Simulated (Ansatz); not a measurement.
# Which way does SiO2 + SnS2 ⇌ SiS2 + SnO2 run?

Plane-wave DFT in Ansatz with scalar-relativistic PAW potentials, cutoff 420 eV, Γ-centred meshes chosen by cell and gap, Gaussian smearing with energies taken to zero width. Every cell was relaxed (cell and atoms) in a run of its own, within the symmetry of its start. Functional: PBEsol.

Total energies hold large constants for each element; a whole number of eV per atom of each element is taken off below, which cancels in a balanced reaction.

```csv
compound,lowest structure computed,structures tried,V (Å³/atom),gap on mesh (eV),"E (eV per formula unit, common shift removed)"
SiO2,I-42d,7,15.16,5.82,-9.6235
SnS2,P-3m1,5,23.40,1.44,-0.8328
SiS2,Ibam,3,26.11,2.86,-2.2704
SnO2,P4_2/mnm,2,12.17,0.92,-5.5338
```

Work out the reaction energy at 0 K.

ΔE = E(SiS2) + E(SnO2) − E(SiO2) − E(SnS2) = 2.652 eV, or 256 kJ per mole of reaction (442 meV/atom). The left side is lower: Si takes O and Sn takes S. All four are computed as solids; where they are solids at ordinary conditions entropy changes little. A lower structure that wasn't tried would shift the value, and mixed crystals may lie lower than either side. This functional puts SiO2 lowest in I-42d, which isn't its usual phase at room temperature.

An odd mesh misses points on the zone edge, so a gap read on it can be too wide. Each cell of SiS2, SnS2 holds layers, chains or molecules, and where no dispersion correction was added their binding is poorly described.